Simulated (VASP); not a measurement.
# H (I4/mmm) in VASP: notebook

The runs below take H through single point, with r2SCAN.

Program: VASP 6.6.1. These are calculated values, not measurements. Logs are shortened: lines on timing, memory, paths and dates and some standing lists are left out, and cuts for length are marked.

## 1. The crystal as given

The structure is tetragonal, space group I4/mmm (No. 139). The conventional cell has a = 2.540 Å, b = 2.540 Å, c = 2.092 Å, α = 90.00°, β = 90.00°, γ = 90.00°. Around H (site symmetry 4/mmm) lie 10 H at 2.08 to 2.09 Å.

The cell was built by a generator and needn't be a form met in nature.

## 2. Single point, r2SCAN

Input file POSCAR:

```
H
1.0
   -1.2702360000      1.2702360000      1.0458490000
    1.2702360000     -1.2702360000      1.0458490000
    1.2702360000      1.2702360000     -1.0458490000
H
1
Direct
    0.0000000000      0.0000000000      0.0000000000
```

Input file INCAR.step1:

```
PREC = Accurate
ENCUT = 520
ISMEAR = 1
SIGMA = 0.2598
LREAL = False
LASPH = True
NELM = 60
NBANDS = 6
GGA = PE
ALGO = Normal
EDIFF = 1E-4
LWAVE = True
LCHARG = False
```

Input file INCAR.step2:

```
PREC = Accurate
ENCUT = 520
EDIFF = 1E-7
ISMEAR = 1
SIGMA = 0.2598
LREAL = False
LASPH = True
NELM = 60
ALGO = Normal
ISIF = 2
LWAVE = False
LCHARG = False
METAGGA = R2SCAN
LMIXTAU = True
NBANDS = 6
ISTART = 1
```

Input file KPOINTS:

```
regular mesh
0
Gamma
  11 11 11
```

Potentials or basis: VASP PAW PBE potentials, release 64 (H).

The run is started by

```
$ cat potpaw_PBE.64/H/POTCAR > POTCAR
$ cp INCAR.step1 INCAR
$ mpirun -np 1 vasp_std > vasp.out
$ cp INCAR.step2 INCAR
$ mpirun -np 1 vasp_std > vasp.out
```

OUTCAR:

```text
PREC = Accurate
   ENCUT = 520
   EDIFF = 1E-7
   ISMEAR = 1
   LREAL = False
   LASPH = True
   NELM = 60
   ISIF = 2
   METAGGA = R2SCAN
   ISTART = 1

 ion  position               nearest neighbor table
   1  0.000  0.000  0.000-

  LATTYP: Found a body centered tetragonal cell.
 ALAT       =     2.5404720000
 C/A-ratio  =     0.8233501491

  Lattice vectors:

 A1 = (  -1.2702360000,   1.2702360000,   1.0458490000)
 A2 = (   1.2702360000,  -1.2702360000,   1.0458490000)
 A3 = (   1.2702360000,   1.2702360000,  -1.0458490000)

Analysis of symmetry for initial positions (statically):
=====================================================================
 Subroutine PRICEL returns:
 Original cell was already a primitive cell.

 Routine SETGRP: Setting up the symmetry group for a
 body centered tetragonal supercell.

 Subroutine GETGRP returns: Found 16 space group operations
 (whereof 16 operations were pure point group operations)
 out of a pool of 16 trial point group operations.

The static configuration has the point symmetry D_4h.

Analysis of symmetry for dynamics (positions and initial velocities):
=====================================================================
 Subroutine PRICEL returns:
 Original cell was already a primitive cell.

 Routine SETGRP: Setting up the symmetry group for a
 body centered tetragonal supercell.

 Subroutine GETGRP returns: Found 16 space group operations
 (whereof 16 operations were pure point group operations)
 out of a pool of 16 trial point group operations.

The dynamic configuration has the point symmetry D_4h.

 Subroutine INISYM returns: Found 16 space group operations
 (whereof 16 operations are pure point group operations),
 and found     1 'primitive' translations

----------------------------------------------------------------------------------------

                                     Primitive cell

  volume of cell :       6.7499

  direct lattice vectors                    reciprocal lattice vectors
    -1.270236000  1.270236000  1.045849000     0.000000000  0.393627641  0.478080488
     1.270236000 -1.270236000  1.045849000     0.393627641  0.000000000  0.478080488
     1.270236000  1.270236000 -1.045849000     0.393627641  0.393627641  0.000000000

  length of vectors
     2.078653199  2.078653199  2.078653199     0.619276733  0.619276733  0.556673548

  position of ions in fractional coordinates (direct lattice)
     0.000000000  0.000000000  0.000000000

  ion indices of the primitive-cell ions
   primitive index   ion index
                 1           1

----------------------------------------------------------------------------------------

 KPOINTS: regular mesh

Automatic generation of k-mesh.
 Grid dimensions read from file:
 generate k-points for:   11   11   11

 Generating k-lattice:

  Cartesian coordinates                     Fractional coordinates (reciprocal lattice)
     0.000000000  0.035784331  0.043461863     0.090909091 -0.000000000  0.000000000
     0.035784331  0.000000000  0.043461863    -0.000000000  0.090909091  0.000000000
     0.035784331  0.035784331  0.000000000     0.000000000  0.000000000  0.090909091

  Length of vectors
     0.056297885  0.056297885  0.050606686

  Shift w.r.t. Gamma in fractional coordinates (k-lattice)
     0.000000000  0.000000000  0.000000000

 Subroutine IBZKPT returns following result:
 ===========================================

 Found    126 irreducible k-points:

 Following reciprocal coordinates:
            Coordinates               Weight
  0.000000  0.000000  0.000000      1.000000
  0.090909  0.000000  0.000000      8.000000
  0.181818  0.000000  0.000000      8.000000
  0.272727  0.000000 -0.000000      8.000000
  0.363636  0.000000 -0.000000      8.000000
  0.454545  0.000000 -0.000000      8.000000
[... 16 lines left out ...]
 -0.272727  0.181818  0.000000     16.000000
 -0.181818  0.181818  0.000000      4.000000
 [... further k-points ...]
   k-points           NKPTS =    126   k-points in BZ     NKDIM =    126   number of bands    NBANDS=      6
   number of dos      NEDOS =    301   number of ions     NIONS =      1
   total plane-waves  NPLWV =   4096
   dimension x,y,z NGX =    16 NGY =   16 NGZ =   16
   dimension x,y,z NGXF=    32 NGYF=   32 NGZF=   32
   ions per type =               1
   NGX,Y,Z   is equivalent  to a cutoff of  12.80, 12.80, 12.80 a.u.
   NGXF,Y,Z  is equivalent  to a cutoff of  25.59, 25.59, 25.59 a.u.
 SYSTEM =  unknown system
   PREC   = accura    normal or accurate (medium, high low for compatibility)
   ISTART =      1    job   : 0-new  1-cont  2-samecut
   ICHARG =      0    charge: 1-file 2-atom 10-const
   ISPIN  =      1    spin polarized calculation?
   LNONCOLLINEAR =      F non collinear calculations
   LSORBIT =      F    spin-orbit coupling
   LASPH  =      T    aspherical Exc in radial PAW
   ENCUT  =  520.0 eV  38.22 Ry    6.18 a.u.   3.86  3.86  3.86*2*pi/ulx,y,z
   NELM   =     60;   NELMIN=  2; NELMDL=  0     # of ELM steps
   EDIFF  = 0.1E-06   stopping-criterion for ELM
   LREAL  =      F    real-space projection
   EDIFFG = 0.1E-05   stopping-criterion for IOM
   NSW    =      0    number of steps for IOM
   IBRION =     -1    ionic relax: 0-MD 1-quasi-New 2-CG
   NFREE  =      0    steps in history (QN), initial steepest desc. (CG)
   ISIF   =      2    stress and relaxation
   ISYM   =      2    0-nonsym 1-usesym 2-fastsym
   POTIM  = 0.5000    time-step for ionic-motion
   TEBEG  =    0.0;   TEEND  =   0.0 temperature during run
   PSTRESS=    0.0 pullay stress
   NELECT =       1.0000    total number of electrons
   NUPDOWN=      -1.0000    fix difference up-down
   EMIN   =  10.00;   EMAX   =-10.00  energy-range for DOS
   EFERMI =   0.00;   METHOD = LEGACY
   ISMEAR =     1;   SIGMA  =   0.26  broadening in eV -4-tet -1-fermi 0-gaus
   EFERMI_NEDOS =   21; number of points for ismear=-14 and -15
   IALGO  =     38    algorithm
   IMIX   =      4    mixing-type and parameters
     AMIX     =   0.40;   BMIX     =  1.00
     AMIX_MAG =   1.60;   BMIX_MAG =  1.00
  volume/ion in A,a.u.               =       6.75        45.55
  Fermi-wavevector in a.u.,A,eV,Ry     =   0.866248  1.636971 10.209615  0.750386
  Thomas-Fermi vector in A             =   1.984609
   LORBIT       =      0    0 simple, 1 ext, 2 COOP (PROOUT), +10 PAW based schemes
   METAGGA = R2SCAN    functional components
   LHFCALC =     F    Hartree Fock is set to
   AEXX    =    0.0000 exact exchange contribution
   IVDW    =     0    specifies the selected vdW correction
   LEPSILON=     F    determine dielectric tensor
   LRPA    =     F    only Hartree local field effects (RPA)
 non-spin polarized calculation
 Methfessel and Paxton  Order N= 1 SIGMA  =   0.26
  energy-cutoff  :      520.00
  volume of cell :        6.75
 maximum number of plane-waves:       190
   NGX =  7   NGY =  7   NGZ =  7

 number of electron       1.0000001 magnetization

 Free energy of the ion-electron system (eV)
  ---------------------------------------------------
  ext. energy  EPLUGINS =         0.00000000
  ---------------------------------------------------
  free energy    TOTEN  =        -1.61275247 eV

  energy without entropy =       -1.61417181  energy(sigma->0) =       -1.61322559

 E-fermi :  -2.0513     XC(G=0):  -8.9053

 val. band max:       -2.2264346055   @ k =  -0.2727   0.3636   0.2727
 cond. band min:      -1.9510086773   @ k =   0.4545   0.2727   0.0909
 fundamental gap:      0.2754259282
 Fermi energy:        -2.0513254894

 k-point     1 :       0.0000    0.0000    0.0000
  band No.  band energies     occupation
      1     -11.2718      2.00000
      2      29.5002      0.00000
      3      39.7869      0.00000
      4      39.7869      0.00000
      5      42.0837      0.00000
      6      48.0757      0.00000

 k-point     2 :       0.0909    0.0000    0.0000
  band No.  band energies     occupation
      1     -10.7973      2.00000
      2      27.9108      0.00000
      3      36.8005      0.00000
      4      39.8762      0.00000
      5      42.6282      0.00000
      6      45.3149      0.00000

 k-point     3 :       0.1818    0.0000    0.0000
  band No.  band energies     occupation
      1      -9.3844      2.00000
      2      24.2683      0.00000
      3      33.8340      0.00000
      4      34.4258      0.00000
      5      39.1608      0.00000
      6      41.9190      0.00000

 k-point     4 :       0.2727    0.0000   -0.0000
  band No.  band energies     occupation
      1      -7.0735      2.00000
      2      19.1404      0.00000
      3      29.8433      0.00000
      4      31.7814      0.00000
      5      35.7535      0.00000
      6      37.9831      0.00000

 k-point     5 :       0.3636    0.0000   -0.0000
  band No.  band energies     occupation
      1      -4.0004      2.00000
      2      13.3774      0.00000
      3      27.4661      0.00000
      4      30.6281      0.00000
      5      33.2804      0.00000
      6      35.1030      0.00000

 k-point     6 :       0.4545    0.0000   -0.0000
  band No.  band energies     occupation
      1      -0.8350     -0.00000
      2       8.6626      0.00000
      3      26.4810      0.00000
      4      30.2142      0.00000
      5      31.9902      0.00000
      6      33.4948      0.00000

 k-point     7 :       0.0909    0.0909    0.0000
  band No.  band energies     occupation
      1      -9.7599      2.00000
      2      25.4347      0.00000
      3      35.0247      0.00000
      4      37.3421      0.00000
      5      39.9408      0.00000
      6      42.2997      0.00000

 k-point     8 :       0.1818    0.0909    0.0000
  band No.  band energies     occupation
      1      -7.8060      2.00000
      2      21.1274      0.00000
      3      30.5382      0.00000
      4      32.5730      0.00000
      5      37.1980      0.00000
      6      41.3019      0.00000
[... 91 lines left out ...]
 k-point    19 :       0.3636    0.1818   -0.0000
  band No.  band energies     occupation
      1       0.3891     -0.00000
      2       9.3290      0.00000
      3      18.1156      0.00000
      4      28.1655      0.00000
      5      34.7844      0.00000
      6      45.2617      0.00000

 k-point    20 :       0.4545    0.1818   -0.0000
  band No.  band energies     occupation
      1      -0.5152     -0.00000
      2      10.4443      0.00000
      3      17.4858      0.00000
      4      29.3227      0.00000
      5      34.2260      0.00000
      6      47.0350      0.00000

 k-point    21 :      -0.4545    0.1818    0.0000
  band No.  band energies     occupation
      1      -3.6111      2.00000
      2      13.8616      0.00000
      3      19.5135      0.00000
      4      31.5365      0.00000
      5      34.5927      0.00000
      6      49.0127      0.00000

 k-point    22 :      -0.3636    0.1818    0.0000
  band No.  band energies     occupation
      1      -6.4636      2.00000
      2      16.1623      0.00000
      3      24.9821      0.00000
      4      34.8056      0.00000
      5      36.0385      0.00000
      6      49.6291      0.00000

 k-point    23 :      -0.2727    0.1818    0.0000
  band No.  band energies     occupation
      1      -8.5573      2.00000
      2      18.4759      0.00000
      3      31.3670      0.00000
      4      38.6142      0.00000
      5      39.4295      0.00000
      6      45.5318      0.00000

 k-point    24 :      -0.1818    0.1818    0.0000
  band No.  band energies     occupation
      1      -9.7642      2.00000
      2      21.3338      0.00000
      3      34.9189      0.00000
      4      40.9906      0.00000
      5      42.9458      0.00000
      6      44.9505      0.00000

 [... further k-points ...]
[... 5 lines left out ...]
  --------------------------------------------------------------------------------------
  -------------------------------------------------------------------------------------
  Total       -0.7939815     -0.7939815     -1.3384721      0.0000000     -0.0000000      0.0000000
  in kB     -188.4617232   -188.4617232   -317.7035780      0.0000000     -0.0000000      0.0000000
  external PRESSURE =    -231.5423415 kB  Pullay stress =       0.0000000 kB

 VOLUME and BASIS-vectors are now :
 -----------------------------------------------------------------------------
  energy-cutoff  :      520.00
  volume of cell :        6.75
      direct lattice vectors                 reciprocal lattice vectors
    -1.270236000  1.270236000  1.045849000     0.000000000  0.393627641  0.478080488
     1.270236000 -1.270236000  1.045849000     0.393627641  0.000000000  0.478080488
     1.270236000  1.270236000 -1.045849000     0.393627641  0.393627641  0.000000000

 POSITION                                       TOTAL-FORCE (eV/Angst)
 -----------------------------------------------------------------------------------
      0.00000      0.00000      0.00000         0.000000      0.000000      0.000000
 -----------------------------------------------------------------------------------
    total drift:                                0.000000      0.000000      0.000000

  FREE ENERGIE OF THE ION-ELECTRON SYSTEM (eV)
  ---------------------------------------------------
  free  energy   TOTEN  =        -1.6127524740 eV

  energy  without entropy=       -1.6141718129  energy(sigma->0) =       -1.61322559
```

Run time: 25 s. Hardware: 1 thread of AMD EPYC 7R43 (Zen 3), shared host; peak memory 0.07 GiB.

What came out:

```yaml
Free_energy: -1.6128 eV
Pressure: -23.2 GPa
Band_gap_on_the_k_mesh: none (metal or under the smearing width)
```

Caveat: so large a pressure means that the cell lies far from this level's equilibrium, or that cutoff or potentials fall short; the potentials were made for another functional, which shifts forces and pressure.

## 3. Single point, r2SCAN

POSCAR is that of step 2.

Input file INCAR.step1:

```
ALGO = Normal
EDIFF = 1E-4
ENCUT = 520
GGA = PE
ISMEAR = 1
ISYM = 0
LASPH = T
LCHARG = F
LREAL = F
LWAVE = T
NBANDS = 6
NELM = 100
PREC = Accurate
SIGMA = 0.2598
```

Input file INCAR.step2:

```
ALGO = Normal
EDIFF = 1E-6
ENCUT = 520
ISIF = 2
ISMEAR = 1
ISTART = 1
ISYM = 0
LASPH = T
LCHARG = T
LELF = T
LMIXTAU = T
LREAL = F
LVHAR = T
LWAVE = F
METAGGA = R2SCAN
NBANDS = 6
NELM = 100
PREC = Accurate
SIGMA = 0.2598
```

Input file KPOINTS:

```
k-points
0
Gamma
  11 11 11
```

Potentials or basis: VASP PAW PBE potentials, release 64 (H).

The run is started by

```
$ cat potpaw_PBE.64/H/POTCAR > POTCAR
$ cp INCAR.step1 INCAR
$ mpirun -np 1 vasp_std > vasp.out
$ cp INCAR.step2 INCAR
$ mpirun -np 1 vasp_std > vasp.out
```

It took 1.8 min on 1 thread of AMD EPYC 7R43 (Zen 3), shared host; peak memory 0.09 GiB.

It converged, with:

```yaml
Free_energy: -1.6128 eV
Pressure: -23.2 GPa
Band_gap_on_the_k_mesh: none (metal or under the smearing width)
```

Stress tensor (GPa, compression positive):
```
-18.84   0.00   0.00
  0.00 -18.84   0.00
  0.00   0.00 -31.77
```

Levels at points of the mesh, in eV from the Fermi level:
| k point | band 1 | band 2 | band 3 | band 4 | band 5 |
| --- | --- | --- | --- | --- | --- |
| (0.00, 0.00, 0.00) | -9.22 | 31.55 | 41.84 | 41.84 | 44.13 |

Caveat: so large a pressure means that the cell lies far from this level's equilibrium, or that cutoff or potentials fall short; the potentials were made for another functional, which shifts forces and pressure.
